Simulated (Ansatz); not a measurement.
# Tin, A15 under RPBE: structure and ground-state energy

The plan for tin in the A15 structure: relax it, then solve it on a dense k-mesh. Spin polarisation is left out. The k-meshes are 4×4×4 for the relaxation; 6×6×6 for the dense run.

Program: Ansatz 0.2.0. Level of theory: DFT RPBE, plane waves (420 eV) with PAW, scalar-relativistic; PBE-made PAW files. These are calculated values, not measurements.

**1. Starting point**

Symmetry: Pm-3n, No. 223, cubic system. The conventional cell has a = 6.076 Å, b = 6.076 Å, c = 6.076 Å, α = 90.00°, β = 90.00°, γ = 90.00°. Sn (site symmetry m-3) has 12 Sn at 3.40 Å as nearest neighbours. Sn (site symmetry -4m2) is surrounded by 6 Sn at 3.04 to 3.40 Å.

Structure file:

```cif
data_structure
_symmetry_space_group_name_H-M 'Pm-3n'
_symmetry_Int_Tables_number 223
_cell_length_a 6.0757
_cell_length_b 6.0757
_cell_length_c 6.0757
_cell_angle_alpha 90.000
_cell_angle_beta 90.000
_cell_angle_gamma 90.000
_cell_volume 224.28
loop_
_atom_site_label
_atom_site_type_symbol
_atom_site_symmetry_multiplicity
_atom_site_Wyckoff_symbol
_atom_site_fract_x
_atom_site_fract_y
_atom_site_fract_z
_atom_site_occupancy
Sn1 Sn 2 a 0.00000 0.00000 0.00000 1
Sn2 Sn 6 c 0.25000 0.00000 0.50000 1
```

**2. Relaxing cell and atoms**

Contents of input.yaml:

```yaml
crystal:
  lattice:
    - [6.0756993416, 0.0, 0.0]
    - [0.0, 6.0756993416, 0.0]
    - [0.0, 0.0, 6.0756993416]
  atoms:
    - { symbol: Sn, position: [0.0, 0.0, 0.0] }
    - { symbol: Sn, position: [0.5, 0.5, 0.5] }
    - { symbol: Sn, position: [0.25, 0.0, 0.5] }
    - { symbol: Sn, position: [0.75, 0.0, 0.5] }
    - { symbol: Sn, position: [0.5, 0.25, 0.0] }
    - { symbol: Sn, position: [0.5, 0.75, 0.0] }
    - { symbol: Sn, position: [0.0, 0.5, 0.25] }
    - { symbol: Sn, position: [0.0, 0.5, 0.75] }
hamiltonian:
  xc: rpbe
  pseudopotentials:
    kind: paw
    azcp:
      Sn: "pseudopotentials/Sn.paw.azcp"
basis:
  ecutwfc: 420
  fft_grid_basis: typed
kpoints:
  mp_grid: { grid: [4, 4, 4], shift: [0, 0, 0] }
magnetization:
  spin_polarized: false
scf:
  occupations: { method: fermi_dirac, width: 0.1 }
relax:
  max_steps: 60
  f_tol: 0.01
  cell: {}
```

Launch:

```
$ ansatz run input.yaml --threads 4 --pin off --max-ram 8192MiB --backend cpu --events-out ev --progress --plain --runs-dir out
```

Standard output, cut to the lines that bear on the results:

```text
Warning: RAYON_NUM_THREADS=4 ignored (pool sized by the plan → 4); use --threads N
[...]
Pseudopotentials: kind: paw
Pseudopotential: Sn, paw, valence charge 14, recommended cutoff 420 eV (normal), <dir>
Functional definition: RPBE
[...]
Crystal: 8 atoms, lattice volume = 224.279 Å³
Basis set: ecut = 420 eV, 4385 PW (Γ), exchange–correlation on 90×90×90 points (8 copies of the dense FFT grid, shifted against one another)
Bands: 68, of which v1, the nominal top of the filled ones, is band 56 counted from 1 (55 counted from 0)
Symmetry: 48 space group operations
Space group: Pm-3n (ITA 223), of the structure as read, at distance tolerance 6.1e-5 Å
k-points: 10 of 64
[...]
SCF iter   1: F=—  HF=-48260.994846 eV  |F-HF|=—  |Δ(HF+E_count)|=         —  Δρ=2.49e-3  dr2=7.69e-3  ethr=1.77e-3  ⟨swp⟩=7.6  Hψ=2708  notcnv=0
[...]
relax step   1: F+E_penalty+E_count = -48260.98587444 eV  Δ(F+E_penalty+E_count) = +0.000e0 eV  max|allowed force component| = 1.128e-17 eV/Å  Δτ_max = 0.0000 Å  P = +2.481 GPa  Ω = 224.279 Å³  (6 SCF iters, dr2 threshold 1.00e-7 eV, accepted)
[...]
relax step   3: F+E_penalty+E_count = -48261.07894925 eV  Δ(F+E_penalty+E_count) = -4.214e-3 eV  max|allowed force component| = 2.703e-17 eV/Å  Δτ_max = 0.0000 Å  P = -0.043 GPa  Ω = 237.611 Å³  energy of the carried Pulay correction = -2.855e-3 eV  (4 SCF iters, dr2 threshold 4.65e-7 eV, accepted)
[...]
--- Forces (eV/Å), atoms counted from 1 ---
  atom   1  Sn     0.00000000    -0.00000000    -0.00000000
  atom   2  Sn     0.00000000     0.00000000     0.00000000
  atom   3  Sn     0.00000000    -0.00000000    -0.00000000
  atom   4  Sn    -0.00000000     0.00000000     0.00000000
  atom   5  Sn    -0.00000000     0.00000000     0.00000000
  atom   6  Sn     0.00000000    -0.00000000    -0.00000000
  atom   7  Sn    -0.00000000    -0.00000000    -0.00000000
  atom   8  Sn     0.00000000     0.00000000     0.00000000
[...]
--- Stress (GPa, compression-positive) ---
       -0.046748       0.000000      -0.000000
        0.000000      -0.046748       0.000000
       -0.000000       0.000000      -0.046748
  P = ⅓ Tr σ = -0.0467 GPa (-0.467 kbar)
--- Relaxed structure (3 steps of the walk, 3 accepted, 1 SCFs on fresh bases) ---
  F+E_penalty+E_count = -48261.08162889 eV   max|allowed force component| = 3.260e-17 eV/Å   (the final SCF, on the basis selected at the relaxed cell)
  cell:  # Å, volume = 237.6107 Å³
    - [6.19377332912293, -7.763905088311045e-34, 0.0]
    - [-1.0331811680827358e-33, 6.19377332912293, 2.5679065925163143e-34]
    - [-5.135813185032629e-34, 2.5679065925163143e-34, 6.19377332912293]
  atoms:
    - { symbol: Sn, position: [6.835075616976407e-35, 1.3979710818055009e-34, -4.878659045450551e-35] }
    - { symbol: Sn, position: [0.5, 0.5, 0.5] }
    - { symbol: Sn, position: [0.25, -2.329951803009167e-34, 0.5] }
    - { symbol: Sn, position: [0.75, -2.6469408171298127e-34, 0.5] }
    - { symbol: Sn, position: [0.5, 0.25, -1.3785720145350967e-35] }
    - { symbol: Sn, position: [0.5, 0.75, -1.3785720145350967e-35] }
    - { symbol: Sn, position: [1.8325927378849788e-34, 0.5, 0.25] }
    - { symbol: Sn, position: [1.8325927378849788e-34, 0.5, 0.75] }
```

Run time: 7.5 s. Hardware: 4 threads of Arm Neoverse V2, shared host; peak memory 0.73 GiB.

Relaxation path:

```tsv
step	energy change (meV/atom)	largest force (eV/Å)	pressure (GPa)	volume (Å³/atom)
1	0.00	0.0000	2.48	28.035
2	-11.11	0.0000	-0.43	30.012
3	-11.63	0.0000	-0.04	29.701
4	-11.97	0.0000	-0.05	29.701
```

Steps that repeat a cell are solved on a basis chosen anew, so their changes of energy are no gain of the relaxation.

The cell of the run, before and after:

|  | before | after | change |
| --- | --- | --- | --- |
| a (Å) | 6.076 | 6.194 | +1.9 % |
| b (Å) | 6.076 | 6.194 | +1.9 % |
| c (Å) | 6.076 | 6.194 | +1.9 % |
| volume (Å³/atom) | 28.035 | 29.701 | +5.9 % |
| shortest distance (Å) | 3.038 | 3.097 | +1.9 % |
| space group (spins left aside) | Pm-3n | Pm-3n | same |

**3. Single point on a dense mesh**

Contents of input.yaml:

```yaml
crystal:
  lattice:
    - [6.1937733291, 0.0, 0.0]
    - [0.0, 6.1937733291, 0.0]
    - [0.0, 0.0, 6.1937733291]
  atoms:
    - { symbol: Sn, position: [0.0, 0.0, 1.0] }
    - { symbol: Sn, position: [0.5, 0.5, 0.5] }
    - { symbol: Sn, position: [0.25, 1.0, 0.5] }
    - { symbol: Sn, position: [0.75, 1.0, 0.5] }
    - { symbol: Sn, position: [0.5, 0.25, 1.0] }
    - { symbol: Sn, position: [0.5, 0.75, 1.0] }
    - { symbol: Sn, position: [0.0, 0.5, 0.25] }
    - { symbol: Sn, position: [0.0, 0.5, 0.75] }
hamiltonian:
  xc: rpbe
  pseudopotentials:
    kind: paw
    azcp:
      Sn: "pseudopotentials/Sn.paw.azcp"
basis:
  ecutwfc: 420
  fft_grid_basis: typed
kpoints:
  mp_grid: { grid: [6, 6, 6], shift: [0, 0, 0] }
magnetization:
  spin_polarized: false
scf:
  occupations: { method: fermi_dirac, width: 0.1 }
output:
  write_density: true
  write_potential: true
  elf: true
  volumetric_format: npy
```

Launch:

```
$ ansatz run input.yaml --threads 4 --pin off --max-ram 8192MiB --backend cpu --events-out ev --progress --plain --runs-dir out
```

Standard output, cut to the lines that bear on the results:

```text
Warning: RAYON_NUM_THREADS=4 ignored (pool sized by the plan → 4); use --threads N
[...]
[... 3 set-up lines as earlier in the session ...]
[...]
Crystal: 8 atoms, lattice volume = 237.611 Å³
Basis set: ecut = 420 eV, 4697 PW (Γ)
Bands: 68, of which v1, the nominal top of the filled ones, is band 56 counted from 1 (55 counted from 0)
[... 1 set-up line as earlier in the session ...]
Space group: Pm-3n (ITA 223), of the structure as read, at distance tolerance 6.2e-5 Å
k-points: 20 of 216
[...]
SCF iter   1: F=—  HF=-48261.252129 eV  |F-HF|=—  |Δ(HF+E_count)|=         —  Δρ=2.55e-3  dr2=8.88e-3  ethr=1.77e-3  ⟨swp⟩=7.2  Hψ=5420  notcnv=0  defer=2
[...]
SCF iter   6: F=-48261.243848 eV  HF=-48261.243848 eV  |F-HF|=4.40e-8  |Δ(HF+E_count)|=   7.17e-9  Δρ=7.88e-6  dr2=9.19e-8  ethr=8.93e-11  ⟨swp⟩=6.5  Hψ=4264  notcnv=0
[...]
SCF converged after 6 iterations
Free energy (F): -48261.243848 eV
[...]
E sigma→0 (E₀):  -48261.158123 eV
Entropy (-TS):   -0.171451 eV (-21.431 meV/atom)
Fermi energy:    9.774531 eV
[...]
--- Band table (eV; the first three rows and the last of 20) ---
[...]
```

It took 4.8 s on 4 threads of Arm Neoverse V2, shared host; peak memory 0.77 GiB.

Density in a lattice plane of the grid's cell (edges 6.19 and 6.19 Å, at 0.000 of the third edge), which holds Sn.

Ten even steps from '0' (0.07 e/Å³) to '9' (16.56 e/Å³):
```
642000000000000000000024
110000000000000000000001
000000000000000000000000
000000000000000000000000
000000000000000000000000
000000000000000000000000
000000000000000000000000
000001110000000001110000
000024642000000024642000
000026962000000026962000
000024642000000024642000
000001110000000001110000
000000000000000000000000
000000000000000000000000
000000000000000000000000
000000000000000000000000
000000000000000000000000
110000000000000000000001
642000000000000000000024
973000000000000000000037
```
Columns run along the first of these edges and rows up along the second, over one cell in 24 and 20 even steps from the bottom left corner. Atoms in the plane (fractional): Sn at (0.00, 0.00), Sn at (0.25, 0.50), Sn at (0.75, 0.50).

ELF in the same plane.

Values, 12 rows by 12 columns:
```
0.10 0.26 0.34 0.28 0.24 0.33 0.37 0.33 0.24 0.28 0.34 0.26
0.34 0.34 0.35 0.23 0.18 0.22 0.24 0.22 0.18 0.23 0.35 0.34
0.31 0.31 0.31 0.32 0.27 0.18 0.16 0.18 0.27 0.32 0.31 0.31
0.27 0.34 0.34 0.34 0.34 0.34 0.25 0.34 0.34 0.34 0.34 0.34
0.38 0.35 0.26 0.09 0.26 0.35 0.38 0.35 0.26 0.09 0.26 0.35
0.42 0.35 0.10 0.00 0.10 0.34 0.42 0.34 0.10 0.00 0.10 0.35
0.38 0.35 0.26 0.09 0.26 0.35 0.38 0.35 0.26 0.09 0.26 0.35
0.27 0.34 0.34 0.34 0.34 0.34 0.25 0.34 0.34 0.34 0.34 0.34
0.31 0.31 0.31 0.32 0.27 0.18 0.16 0.18 0.27 0.32 0.31 0.31
0.34 0.34 0.35 0.23 0.18 0.22 0.24 0.22 0.18 0.23 0.35 0.34
0.10 0.26 0.34 0.28 0.24 0.33 0.37 0.33 0.24 0.28 0.34 0.26
0.00 0.10 0.34 0.31 0.27 0.38 0.42 0.38 0.27 0.31 0.34 0.10
```
Columns run along the first of these edges and rows up along the second, over one cell in 12 and 12 even steps from the bottom left corner. Atoms in the plane (fractional): Sn at (0.00, 0.00), Sn at (0.25, 0.50), Sn at (0.75, 0.50).

Both are smooth fields of the valence electrons: close to the nuclei they are not physical.

**4. What came out**

| quantity | value |
| --- | --- |
| space group (spins left aside) | Pm-3n (No. 223) |
| conventional cell | a = 6.194 Å |
| volume | 29.701 Å³/atom |
| shortest distance | 3.097 Å |
| gap on the mesh | none (levels filled in part) |
| relative to alpha-Sn (diamond) | +159 meV/atom |

The relaxation enlarged the cell by 5.9 % in volume. It lies 159 meV/atom above the element's reference form at the same level (alpha-Sn (diamond), from a run of its own). Levels at the Fermi energy are filled in part, as in a metal. Relaxation kept the symmetry; phonons were not checked.
